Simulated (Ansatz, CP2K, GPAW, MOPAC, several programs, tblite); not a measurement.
# What cheap methods get right for SnO2

Aim: run SnO2 through methods of unlike cost and see what each gets, and at what price.

Computed with MOPAC, tblite, CP2K, GPAW, Ansatz (versions at each run) (no spin polarisation, static lattice; gaps from single points on the cell relaxed beforehand with r²SCAN, unless a step's input says otherwise).

## (1) The starting structure

Symmetry: Fm-3m, No. 225, cubic system. The conventional cell has a = 5.067 Å, b = 5.067 Å, c = 5.067 Å, α = 90.00°, β = 90.00°, γ = 90.00°. Around Sn (site symmetry m-3m) lie 8 O at 2.19 Å. O (site symmetry -43m) has 4 Sn at 2.19 Å as nearest neighbours.

As a file:

```
CELL_PARAMETERS angstrom
0.00000 2.53347 2.53347
2.53347 0.00000 2.53347
2.53347 2.53347 0.00000
ATOMIC_POSITIONS crystal
Sn 0.00000 0.00000 0.00000
O 0.25000 0.25000 0.25000
O 0.75000 0.75000 0.75000
```

The structure type (fluorite) is imposed and need not be the compound's stable one.

**Question.** The methods are PM6, PM7, GFN1-xTB (tblite), GFN2-xTB (tblite), PBE/DZVP, PBE/single-zeta, PBE/SZV, coarse PBE, GLLB-SC, PBE, r2SCAN. What gap does r2SCAN give on this cell, and which other methods (full PBE left aside) come nearest to r2SCAN and farthest in gap, volume and bulk modulus?

| quantity | value |
| --- | --- |
| r2SCAN | gap 0.84 eV, 10.84 Å³/atom, B₀ 227 GPa |
| gap: nearest and farthest of the other methods | PBE/DZVP (-0.70 eV), PM7 (+6.49 eV) |
| volume: nearest and farthest of the other methods | GFN2-xTB (tblite) (+4.2 %), PBE/DZVP (+8.5 %) |
| bulk modulus: nearest and farthest of the other methods | GFN1-xTB (tblite), PBE/DZVP (about 29 % off); GFN2-xTB (tblite) (-71 %) |

In words: For the gap, of the 9 methods compared (full PBE left aside), PBE/DZVP comes nearest to r2SCAN and PM7 is farthest. For the volume, of the 3 methods compared (full PBE left aside), GFN2-xTB (tblite) comes nearest to r2SCAN and PBE/DZVP is farthest. For the bulk modulus (full PBE left aside), GFN1-xTB (tblite), PBE/DZVP tie for nearest to r2SCAN; GFN2-xTB (tblite) is farthest. A minimal basis or a coarse cutoff and mesh shifts results by its own error, so closeness to r2SCAN can be chance. Cluster runs see only the k-points that fold onto the zone centre, so their gaps can miss the band edges. GLLB-SC is compared with its derivative discontinuity added. No volume is given for PM6, PM7, PBE/single-zeta, PBE/SZV, coarse PBE, which can hide a larger miss. Overlaps count as a gap of zero in the misses; they are PBE/single-zeta -0.43, PBE/SZV -0.45 eV. CPU times run from 1.1 s (coarse PBE) to 43 s (PBE/DZVP). On this cell PM6, GFN2-xTB (tblite), PBE/DZVP, PBE/single-zeta, PBE/SZV, GLLB-SC cost more than r2SCAN itself (6.4 s), so they are no saving here. GFN1-xTB (tblite), GFN2-xTB (tblite), PBE/single-zeta, PBE/SZV disagree with r2SCAN even on whether there is a gap. r2SCAN is a yardstick, not the truth: it usually gives gaps below the measured ones. Spin-orbit coupling is left out throughout.
